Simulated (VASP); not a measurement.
Write the native input for VASP 6.6.1 that does the following.

```yaml
Task: single point
Functional: LDA
Potentials_or_basis: VASP PAW LDA potentials, release 64 (Ti_sv, O)
Cutoff: 520 eV
k_mesh: 3 × 3 × 4
Occupations: fermi-dirac, width 0.1 eV
Spin: no spin polarisation
Dipole_correction: no
Further_INCAR_settings: ALGO = Normal; EDIFF = 1e-06; NBANDS = 29
```

The structure of Ti2O3 (a cell with a defect) (Rutile) lies in POSCAR:

```
Ti2O3
1.0
    4.5922000000      0.0000000000      0.0000000000
    0.0000000000      4.5922000000      0.0000000000
    0.0000000000      0.0000000000      2.9574000000
Ti O
2 3
Direct
    0.0000000000      0.0000000000      0.0000000000
    0.5000000000      0.5000000000      0.5000000000
    0.3049599321      0.3049599321      0.0000000000
    0.1785806367      0.8214193633      0.5000000000
    0.6950400679      0.6950400679      0.0000000000
```

The input as run:

INCAR

```
PREC     = Accurate       # precision mode
ENCUT    = 520            # plane-wave cutoff, eV
EDIFF    = 1E-6           # SCF threshold, eV
ISMEAR   = -1             # smearing method
SIGMA    = 0.1            # smearing width, eV
LREAL    = F              # projectors in reciprocal space
LASPH    = T              # aspherical terms in the spheres
NELM     = 100            # most SCF steps
ALGO     = Normal         # electronic algorithm
ISIF     = 2              # what is computed and relaxed
LWAVE    = F              # write WAVECAR
LCHARG   = T              # write CHGCAR
LELF     = T              # ELF
LVHAR    = T            
NBANDS   = 29             # bands
```

KPOINTS

```
regular mesh
0
Gamma
  3 3 4
```

Potentials or basis: VASP PAW LDA potentials, release 64 (Ti_sv, O).

Command:

```sh
$ cat potpaw_LDA.64/Ti_sv/POTCAR potpaw_LDA.64/O/POTCAR > POTCAR
$ mpirun -np 1 vasp_std > vasp.out
```

It gave:

- Pressure: -6.8 GPa
- Largest force: 0.978 eV/Å
- Band gap on the k mesh: none (metal or under the smearing width)

Caveat: the k mesh is coarse (spacing up to 0.53 Å⁻¹), so the values aren't converged; semilocal functionals often make such compounds metallic where correlation or magnetic order opens a gap, which also shifts bond lengths.

It took 42 s on 1 thread of AMD EPYC 7R43 64-Core Processor (Zen 3) (shared host), peak memory 0.12 GiB.
